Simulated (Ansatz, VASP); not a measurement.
CuAu in VASP and in Ansatz

The input INCAR:

```
PREC = Accurate
ENCUT = 600
EDIFF = 1E-6
ISMEAR = 0
SIGMA = 0.1
LREAL = False
LASPH = True
NELM = 100
ALGO = Fast
ISIF = 3
LWAVE = False
LCHARG = False
GGA = PE
IBRION = 2
NSW = 100
EDIFFG = -0.005
```

File KPOINTS:

```
regular mesh
0
Gamma
  14 14 12
```

POSCAR

```
CuAu
1.0
    2.8107494552      0.0000000000      0.0000000000
    0.0000000000      2.8107494552      0.0000000000
    0.0000000000      0.0000000000      3.6850000000
Cu Au
1 1
Direct
    0.5000000000      0.5000000000      0.5000000000
    0.0000000000      0.0000000000      0.0000000000
```

Input for Ansatz:

```yaml
crystal:
  lattice:
    - [2.8107494552, 0.0, 0.0]
    - [0.0, 2.8107494552, 0.0]
    - [0.0, 0.0, 3.685]
  atoms:
    - { symbol: Cu, position: [0.5, 0.5, 0.5] }
    - { symbol: Au, position: [0.0, 0.0, 0.0] }
basis:
  ecutwfc: 420
kpoints:
  mp_grid: { grid: [14, 14, 12] }
hamiltonian:
  xc: pbe
scf:
  occupations: { method: gaussian, width: 0.1 }
output:
  forces: true
  stress: true
  eigenvalues: true
relax:
  adjacent_minimum: "off"
  f_tol: 0.005
  max_steps: 80
  cell: { stress_tol: 0.05 }
```

Alike in both runs: task relaxation of cell and atoms; functional PBE; k mesh 14 × 14 × 12; occupations gaussian, width 0.1 eV; no spin polarisation.

|  | VASP | Ansatz |
| --- | --- | --- |
| version | VASP 6.6.1 | Ansatz 0.2.0 |
| potentials or method | VASP PAW PBE potentials, release 64 (Cu, Au) | scalar-relativistic, plane waves, PAW |
| plane-wave cutoff (eV) | 600 | 420 |
| valence electrons in the cell | 22 | 38 |

```csv
,VASP,Ansatz,Ansatz less VASP
"gap on the k mesh at the Fermi level, each at its own relaxed structure (eV)",none,none,-
relaxed volume (Å³/atom),14.98,15.00,+0.025
relaxed cell length with the largest relative difference (Å),3.598,3.588,-0.0104
energy change over the relaxation (meV/atom),-9,-9,0.0
```

A gap of «none» marks a metal or a gap that the smearing closes. The two sets of potentials don't hold the same shells in valence.

The runs have no spin-orbit coupling, so splittings on Au are missing. PBE usually gives volumes a little too large and moduli too small. Zero-point motion and thermal expansion aren't in these numbers.
